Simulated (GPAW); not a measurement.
Runs of GPAW 26.7.0 on AlN. The structure is hexagonal, space group P6_3mc (No. 186). Conventional cell: a = 3.113 Å, b = 3.113 Å, c = 4.981 Å, α = 90.00°, β = 90.00°, γ = 120.00°. Al (site symmetry 3m) is surrounded by 4 N at 1.89 Å. N (site symmetry 3m) has 4 Al at 1.89 Å as nearest neighbours. 

| task | level | potentials or basis | cell | optimizer | fmax | max steps | eigensolver | band path | gap on the mesh (eV) | pressure (GPa) | relaxed volume (Å³/atom) | largest force (eV/Å) |
| --- | --- | --- | --- | --- | --- | --- | --- | --- | --- | --- | --- | --- |
| relaxation of cell and atoms | revPBE+D4 | the program's PAW data sets (release 1.2.1) made for this functional, pw | relaxed | FIRE | 0.02 eV/Å | 40 | - | - | 4.33 | -0.2 | 10.33 | 0.02 |
| relaxation of cell and atoms | BP86+D4 | PAW data sets generated in the run's folder for this functional, pw | relaxed | BFGS | 0.02 eV/Å | 60 | - | - | 4.42 | 0.0 | (a) | 0.01 |
| relaxation of cell and atoms | BLYP+D4 | PAW data sets generated in the run's folder for this functional, pw | relaxed | BFGS | 0.02 eV/Å | 60 | davidson | - | 4.67 | 0.1 | 10.31 | 0.01 |
| band structure | rSCAN | GPAW PAW data sets (gpaw-data 1.2.1), pw | as given | - | - | - | - | GMKGALHA,LM,KH | (b) | (c) | - | 0.13 |
| relaxation of cell and atoms | BLYP+D3(BJ) | PAW data sets generated in the run's folder for this functional, pw | relaxed to 20 GPa | FIRE | 0.01 eV/Å | 40 | davidson | - | 5.39 | 20.1 | - | - |

Alike in all rows: no spin polarisation; k mesh 7 × 7 × 4; cutoff (eV) 800; smearing fermi-dirac 0.05 eV.

Task: Fill in the values left out.

Result: (a) 10.30; (b) 4.93; (c) -1.3.

Caveats: later steps reuse the first step's grids (some runs); the PAW data sets were made with another functional, which shifts forces and pressure a little (some runs); an odd mesh through Γ misses points on the zone boundary, where band edges often lie (some runs).

Runs at the PBE level aren't shown here.
